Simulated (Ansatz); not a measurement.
Here is an Ansatz 0.2.0 calculation.

input.yaml

```yaml
crystal:
  lattice:
    - [0.0, 2.82891, 2.82891]
    - [2.82891, 0.0, 2.82891]
    - [2.82891, 2.82891, 0.0]
  atoms:
    - { symbol: Ge, position: [0.75, 0.75, 0.75] }
    - { symbol: Ge, position: [0.5, 0.5, 0.5] }
hamiltonian:
  xc: lda
  pseudopotentials: { kind: paw_fr }
magnetization:
  noncollinear: true
  spin_orbit: true
kpoints:
  mp_grid: { grid: [6, 6, 6] }
  band_path:
    path:
      - [[0.0, 0.0, 0.0], [0.5, 0.0, 0.5], [0.5, 0.25, 0.75], [0.375, 0.375, 0.75], [0.0, 0.0, 0.0], [0.5, 0.5, 0.5], [0.625, 0.25, 0.625], [0.5, 0.25, 0.75], [0.5, 0.5, 0.5], [0.375, 0.375, 0.75]]
      - [[0.625, 0.25, 0.625], [0.5, 0.0, 0.5]]
    npoints: 14
scf:
  occupations: { method: fermi_dirac, width: 0.05 }
  n_extra_bands: 6
output:
  forces: true
  stress: true
  eigenvalues: true
  fatbands: false
```

Potentials or basis: Ansatz PAW.

Command:

```bash
$ ansatz run input.yaml --threads 2 --pin off --max-ram 5632MiB --backend cpu --events-out ev --progress --plain --runs-dir out
```

(1) Estimate the pressure.

(2) What does it give for the band gap on the k mesh?

Answers

(1) -1.2 GPa.

(2) none (metal or under the smearing width).

Caveat: the PAW data sets come from PBE, with cores solved anew for the run's functional, which leaves a small shift of forces and pressure; this crystal is a semiconductor, whose small gap the functional closes, so the metal is an error of the method.

**Measured values to compare with.**

From “Temperature-dependent photoluminescence in Ge: experiment and theory”, 2020, arxiv:2003.00143, for a bulk crystal of Ge at 0 K: band gap 0.744 eV (indirect).

Measured gap of Ge: 0.744 eV (indirect; 0 K; “Temperature-dependent photoluminescence in Ge: experiment and theory”, 2020, arxiv:2003.00143). This calculation gives 0.00 eV (-0.74 eV). 3 values of this kind are on record (0.666 to 0.807 eV); this one was drawn at random among those near their median. The value is that of LDA on a finite k mesh, which can miss the band edges, without temperature or zero-point motion. Semilocal functionals fall short of measured gaps as a rule.
